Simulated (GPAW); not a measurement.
# FeO (F-43m) in GPAW: notebook

The runs below take FeO through single point, with PBEsol.

Program: GPAW 26.7.0. These are calculated values, not measurements. Logs are shortened: lines on timing, memory, paths and dates and some standing lists are left out, and cuts for length are marked. The log counts tension as positive stress, the text compression.

### 1 The structure

The structure is cubic, space group F-43m (No. 216). Conventional cell: a = 4.764 Å, b = 4.764 Å, c = 4.764 Å, α = 90.00°, β = 90.00°, γ = 90.00°. Fe (site symmetry -43m) is surrounded by 4 O at 2.06 Å. O (site symmetry -43m) is surrounded by 4 Fe at 2.06 Å.

The cell comes from a database or a generator and needn't be the stable form of this composition.

### 2 Single point, PBEsol, collinear spin, random start

File run.py:

```python
from ase.dft.bandgap import bandgap
from ase.io import read, write
from ase.units import GPa
from gpaw import GPAW, PW, setup_paths

setup_paths.insert(0, '.')

atoms = read('FeO.xyz')
atoms.set_initial_magnetic_moments([3.44, 0.0])

calc = GPAW(mode=PW(800),
            xc='PBEsol',
            kpts={'size': (7, 7, 7), 'gamma': True},
            occupations={'name': 'methfessel-paxton', 'order': 0, 'width': 0.05},
            nbands=17,
            convergence={'density': 1e-05, 'energy': 1e-05},
            maxiter=150,
            txt='gpaw.txt')
atoms.calc = calc
energy = atoms.get_potential_energy()
forces = atoms.get_forces()
stress = atoms.get_stress()
calc.write('gs.gpw')
write('result.traj', atoms)
print(f'Energy: {energy:.6f} eV')
print('Forces (eV/A):')
print(forces.round(4))
print('Stress (GPa):', (stress / GPa).round(3))
print('Moments:', calc.get_magnetic_moments().round(3))
print('Fermi level:', round(calc.get_fermi_level(), 4), 'eV')
print(f'Gap: {bandgap(calc)[0]:.4f} eV, direct: {bandgap(calc, direct=True)[0]:.4f} eV')
```

File FeO.xyz:

```xyz
2
Lattice="0.0000000000 2.3818830800 2.3818830800 2.3818830800 0.0000000000 2.3818830800 2.3818830800 2.3818830800 0.0000000000" Properties=species:S:1:pos:R:3 pbc="T T T"
Fe     0.0000000000      0.0000000000      0.0000000000
O      1.1909415400      1.1909415400      1.1909415400
```

Potentials or basis: PAW data sets generated in the run's folder for this functional, pw.

Launch:

```sh
$ gpaw-setup -f PBEsol Fe O
$ OMP_NUM_THREADS=1 python run.py
```

gpaw.txt:

```text
__  _  _
 | _ |_)|_||  |
 |__||  | ||/\| - 26.7.0

Input parameters:
  mode=PW(ecut=800.0),
  convergence={'density': 1e-05, 'energy': 1e-05},
  kpts=MonkhorstPack(size=(7, 7, 7), gamma=True),
  maxiter=150,
  nbands=17,
  occupations=Occupations(name='methfessel-paxton', order=0, width=0.05),
  xc=XC(name='PBEsol')

Diagonalizing LCAO Hamiltonian
Converting LCAO to pw mode

           O

       Fe

Atoms  # Å, Bohr magnetons
|   | symbol |        x |        y |        z |    initial magnetic moments |
|---|--------|----------|----------|----------|-----------------------------|
| 0 |     Fe | 0.000000 | 0.000000 | 0.000000 | ( 0.0000,  0.0000,  3.4400) |
| 1 |      O | 1.190942 | 1.190942 | 1.190942 | ( 0.0000,  0.0000,  0.0000) |

Unit cell  # Å
| periodic |        x |        y |        z |  lengths |    angles |
|----------|----------|----------|----------|----------|-----------|
|      yes | 0.000000 | 2.381883 | 2.381883 | 3.368491 | 60.000000 |
|      yes | 2.381883 | 0.000000 | 2.381883 | 3.368491 | 60.000000 |
|      yes | 2.381883 | 2.381883 | 0.000000 | 3.368491 | 60.000000 |

Number of symmetries: 24
Symmetry operations  # r_c * U_cc + t_c -> r_c
|    | kind |            matrix            |
|----|------|------------------------------|
|  0 |  E   |  1, 0, 0,  0, 1, 0,  0, 0, 1 |
|  1 |  σ   |  1, 0, 0,  0, 0, 1,  0, 1, 0 |
|  2 |  σ   |  1, 0,-1,  0, 1,-1,  0, 0,-1 |
|  3 |  C3  |  1, 0,-1,  0, 0,-1,  0, 1,-1 |
|  4 |  C3  |  1,-1, 0,  0,-1, 1,  0,-1, 0 |
|  5 |  σ   |  1,-1, 0,  0,-1, 0,  0,-1, 1 |
|  6 |  σ   |  0, 1, 0,  1, 0, 0,  0, 0, 1 |
|  7 |  C3  |  0, 1, 0,  0, 0, 1,  1, 0, 0 |
|  8 |  C2  |  0, 1,-1,  1, 0,-1,  0, 0,-1 |
|  9 |  S4  |  0, 1,-1,  0, 0,-1,  1, 0,-1 |
| 10 |  C3  |  0, 0, 1,  1, 0, 0,  0, 1, 0 |
| 11 |  σ   |  0, 0, 1,  0, 1, 0,  1, 0, 0 |
| 12 |  S4  |  0, 0,-1,  1, 0,-1,  0, 1,-1 |
| 13 |  C3  |  0, 0,-1,  0, 1,-1,  1, 0,-1 |
| 14 |  S4  |  0,-1, 1,  1,-1, 0,  0,-1, 0 |
| 15 |  C2  |  0,-1, 1,  0,-1, 0,  1,-1, 0 |
| 16 |  C3  |  0,-1, 0,  1,-1, 0,  0,-1, 1 |
| 17 |  S4  |  0,-1, 0,  0,-1, 1,  1,-1, 0 |
| 18 |  S4  | -1, 1, 0, -1, 0, 1, -1, 0, 0 |
| 19 |  C3  | -1, 1, 0, -1, 0, 0, -1, 0, 1 |
| 20 |  C3  | -1, 0, 1, -1, 1, 0, -1, 0, 0 |
| 21 |  S4  | -1, 0, 1, -1, 0, 0, -1, 1, 0 |
| 22 |  σ   | -1, 0, 0, -1, 1, 0, -1, 0, 1 |
| 23 |  C2  | -1, 0, 0, -1, 0, 1, -1, 1, 0 |

BZ-sampling:
  Number of BZ points: 343
  Number of IBZ points: 20

  Monkhorst-Pack size: [7, 7, 7]
  Monkhorst-Pack shift: [0, 0, 0]

K-points  # in reciprocal-cell coordinates
|     |                                coordinates |     weight |
|-----|--------------------------------------------|------------|
|   0 | (  0.00000000,   0.00000000,   0.00000000) | 0.00291545 |
|   1 | (  0.14285714,   0.14285714,   0.00000000) | 0.01749271 |
|   2 | (  0.14285714,   0.14285714,   0.14285714) | 0.02332362 |
|   3 | (  0.28571429,   0.14285714,   0.14285714) | 0.03498542 |
|   4 | (  0.28571429,   0.28571429,   0.00000000) | 0.01749271 |
|   5 | (  0.28571429,   0.28571429,   0.14285714) | 0.06997085 |
|   6 | (  0.28571429,   0.28571429,   0.28571429) | 0.02332362 |
|   7 | (  0.42857143,  -0.28571429,  -0.28571429) | 0.03498542 |
|   8 | (  0.42857143,   0.28571429,  -0.42857143) | 0.13994169 |
|   9 | (  0.42857143,   0.28571429,  -0.28571429) | 0.06997085 |
| ... |                                            |            |
|  19 | (  0.42857143,   0.42857143,   0.42857143) | 0.02332362 |

Plane wave coefficients: 1411
Cutoff: 800.0 eV

Spin-components: 2 (collinear spins)
Bands:           17
Projectors:      11
Spin-degeneracy: 1
Datatype:        complex128

Parallelization:
  kpt:    1
  domain: 1
  band:   1

Density:
  Valence electrons: 14.0
  Components: 2
  Grid points: [24 24 24]
  Charge: 0.0  # |e|

Potential:
  Grid points: [24 24 24]

species:
  Fe:
    name:    Iron
    Z:       26.0
    valence: 8
    core:    18
    charge:  0.0  # [|e|]
    compensation charges:
      type: gauss
      rc: 0.33  # [Å]
      lmax: 2
    cutoffs:
      filter: 2.06  # [Å]
      core: 2.67  # [Å]
    projectors
    | kind |    occ | energy [eV] | rcut [Å] |
    |------|--------|-------------|----------|
    |   4s |  2.000 |      -5.310 |    1.164 |
    |   4p |  0.000 |      -1.300 |    1.058 |
    |   3d |  6.000 |      -7.529 |    1.058 |
    |    s |        |      21.902 |    1.164 |
    |    p |        |      25.911 |    1.058 |
    |    d |        |      19.682 |    1.058 |

    Using partial waves for Fe as LCAO basis

  O:
    name:    Oxygen
    Z:       8.0
    valence: 6
    core:    2
    charge:  0.0  # [|e|]
    compensation charges:
      type: gauss
      rc: 0.21  # [Å]
      lmax: 2
    cutoffs:
      filter: 1.17  # [Å]
      core: 0.83  # [Å]
    projectors
    | kind |    occ | energy [eV] | rcut [Å] |
    |------|--------|-------------|----------|
    |   2s |  2.000 |     -23.808 |    0.688 |
    |   2p |  4.000 |      -8.972 |    0.598 |
    |    s |        |       3.404 |    0.688 |
    |    p |        |      18.239 |    0.598 |
    |    d |        |       0.000 |    0.619 |

    Using partial waves for O as LCAO basis

Reference energy: -36621.116537  # eV

eigensolver:
  PPCG
  Converge bands: occupied
  niter=2

density mixing:
  MSR1-Mixer
  Pratt-step length: 0.05
  Maximum mixing coefficient: 0.75
  Old densities: 10
  SVD Regularization: 0.005
  Good broyden scale: 1.0
  Trust region scale: 1.0
  Backstep threshold: 4.0
  History deletion threshold: 6.0
  Fourier metric: weight=20.0, sigma=0.015

occupation numbers:
  Methfessel-Paxton:
    width: 0.0500  # eV
    order: 0

poisson solver:
  ecut: 6400.0  # eV

xc functional:
  name: PBEsol with 2 nearest neighbor stencil

convergence criteria:
- Maximum integral of absolute [dens]ity change: 1e-05 electrons / valence electron
- Maximum [total energy] change in last 3 cyles: 1e-05 eV / valence electron
- Maximum integral of absolute [eigenst]ate change: 4e-08 eV^2 / valence electron
maximum number of iterations: 150

SCF iterations
|iter     | |      energy | eigst |  dens |  magmom |
|---------|-|-------------|-------|-------|---------|
|iter:   1| |  -17.489586 | -0.14 |       |  +3.4426|
|iter:   2| |  -17.173413 | -1.87 | -0.76 |  +3.4729|
|iter:   3| |  -16.560811 | -1.68 | -0.81 |  +3.6695|
|iter:   4| |  -16.580938 | -2.80 | -1.26 |  +3.8281|
|iter:   5| |  -16.599209 | -3.06 | -1.49 |  +3.9785|
|iter:   6| |  -16.596276 | -3.43 | -1.84 |  +4.0162|
|iter:   7| |  -16.596517 | -4.70 | -2.36 |  +4.0090|
|iter:   8| |  -16.596647 | -4.89 | -2.76 |  +4.0070|
|iter:   9| |  -16.596657 | -5.95 | -3.37 |  +4.0066|
|iter:  10| |  -16.596657c| -7.59c| -3.94 |  +4.0065|
|iter:  11| |  -16.596657c| -7.80c| -4.61 |  +4.0065|
|iter:  12| |  -16.596657c| -8.60c| -5.28c|  +4.0065|

Converged in 12 steps
Energy contributions relative to reference atoms: (reference = -36621.116537)

Energy contributions:
  Kinetic:          16.188685
  Coulomb:         -15.953994
  Zero:              0.262168
  External:          0.000000
  Xc:              -17.091661
  Entropy:          -0.003711
  Spinorbit:         0.000000
  ----------------------------
  Free energy:     -16.598513
  Extrapolated:    -16.596657

dipole moment: (-12.502930, -12.502930, -12.502930)  # |e|*Ang

Total magnetic moment: (0.000000, 0.000000, 4.006500)

Local magnetic moments
|        x |        y |        z |
|----------|----------|----------|
| 0.000000 | 0.000000 | 3.525570 |  # Fe   0
| 0.000000 | 0.000000 | 0.215799 |  # O    1

Fermi level: 5.653
Eigenvalues  # (at kpt = [0.000, 0.000, 0.000])
| band index |      eig [eV] | occ [0-1] |      eig [eV] | occ [0-1] |
|------------|---------------|-----------|---------------|-----------|
|          0 |       -13.970 |     1.000 |       -13.444 |     1.000 |
|          1 |        -0.530 |     1.000 |         0.837 |     1.000 |
|          2 |        -0.530 |     1.000 |         0.837 |     1.000 |
|          3 |        -0.530 |     1.000 |         0.837 |     1.000 |
|          4 |         2.174 |     1.000 |         5.130 |     1.000 |
|          5 |         2.174 |     1.000 |         5.793 |     0.000 |
|          6 |         4.556 |     1.000 |         5.793 |     0.000 |
|          7 |         5.067 |     1.000 |         7.800 |     0.000 |
|          8 |         5.067 |     1.000 |         7.800 |     0.000 |
|          9 |         5.067 |     1.000 |         7.800 |     0.000 |
|         10 |        17.599 |     0.000 |        18.560 |     0.000 |
|         11 |        17.599 |     0.000 |        18.560 |     0.000 |
|         12 |        17.599 |     0.000 |        18.560 |     0.000 |
|         13 |        23.183 |     0.000 |        23.469 |     0.000 |
|         14 |        23.183 |     0.000 |        23.766 |     0.000 |
|        ... |               |           |               |           |
|         16 |        23.351 |     0.000 |        23.766 |     0.000 |

No gap
No difference between direct/indirect transitions

Forces  # eV/Ang
|        x |        y |       z |
|----------|----------|---------|
|  0.00000 | -0.00000 | 0.00000 |  # Fe   0
| -0.00000 |  0.00000 | 0.00000 |  # O    1

Stress tensor  # eV/Ang^3
|        x |        y |        z |
|----------|----------|----------|
| 0.102922 | 0.000000 | 0.000000 |
| 0.000000 | 0.102922 | 0.000000 |
| 0.000000 | 0.000000 | 0.102922 |

# Writing to gs.gpw (mode='')
```

Wall time 21 s (1 thread of Intel Xeon Platinum 8488C (Sapphire Rapids), shared host); peak memory 0.18 GiB.

Results:

```yaml
Free_energy: -16.5985 eV
Pressure: -16.5 GPa
Band_gap_on_the_k_mesh: none (metal or under the smearing width)
Net_moment: 4.01 μB per cell
Site_moments: Fe +3.53; O +0.22 μB
```

Caveat: so large a pressure means that the cell lies far from this level's equilibrium, or that cutoff or potentials fall short; a cell with one magnetic atom can't hold antiferromagnetic order, which such compounds often take; semilocal functionals often make such compounds metallic where correlation or magnetic order opens a gap, which also shifts bond lengths. With open d or f shells a metallic result of PBEsol can be an artefact of self-interaction; +U or a hybrid may open a gap.

### 3 Single point, PBEsol, collinear spin, zero start

Changes to run.py since step 2:

```diff
@@ -7,4 +7,4 @@
 
-atoms = read('FeO.xyz')
-atoms.set_initial_magnetic_moments([3.44, 0.0])
+atoms = read('POSCAR')
+atoms.set_initial_magnetic_moments([0.0, 0.0])
 
@@ -14,2 +14,3 @@
             occupations={'name': 'methfessel-paxton', 'order': 0, 'width': 0.05},
+            spinpol=True,
             nbands=17,
```

File POSCAR:

```
FeO
1.0
    0.0000000000      2.3818830800      2.3818830800
    2.3818830800      0.0000000000      2.3818830800
    2.3818830800      2.3818830800      0.0000000000
Fe O
1 1
Direct
    0.0000000000      0.0000000000      0.0000000000
    0.2500000000      0.2500000000      0.2500000000
```

Potentials or basis: PAW data sets generated in the run's folder for this functional, pw.

Launch:

```sh
$ gpaw-setup -f PBEsol Fe O
$ OMP_NUM_THREADS=1 python run.py
```

Run time: 21 s. Hardware: 1 thread of Intel Xeon Platinum 8488C (Sapphire Rapids), shared host; peak memory 0.18 GiB.

The run converged. Its results:

| Property | Result |
| --- | --- |
| Free energy | -15.4220 eV |
| Pressure | -36.3 GPa |
| Band gap on the k mesh | none (metal or under the smearing width) |
| Net moment | 0.00 μB per cell |

Levels at points of the mesh, in eV from the Fermi level:
Spin up:
```csv
k point,band 5,band 6,band 7,band 8,band 9,band 10
"(0.00, 0.00, 0.00)",-0.68,-0.68,-0.29,1.25,1.25,1.25
```
Spin down:
| k point | band 5 | band 6 | band 7 | band 8 | band 9 | band 10 |
| --- | --- | --- | --- | --- | --- | --- |
| (0.00, 0.00, 0.00) | -0.68 | -0.68 | -0.29 | 1.25 | 1.25 | 1.25 |

Caveat: the run has no moments, though such compounds are often magnetic; a magnetic state may lie lower; a pressure of tens of GPa on the cell as given is suspect, and the run, the potentials or the cell itself is likely at fault; semilocal functionals often make such compounds metallic where correlation or magnetic order opens a gap, which also shifts bond lengths. With open d or f shells a metallic result of PBEsol can be an artefact of self-interaction; +U or a hybrid may open a gap.
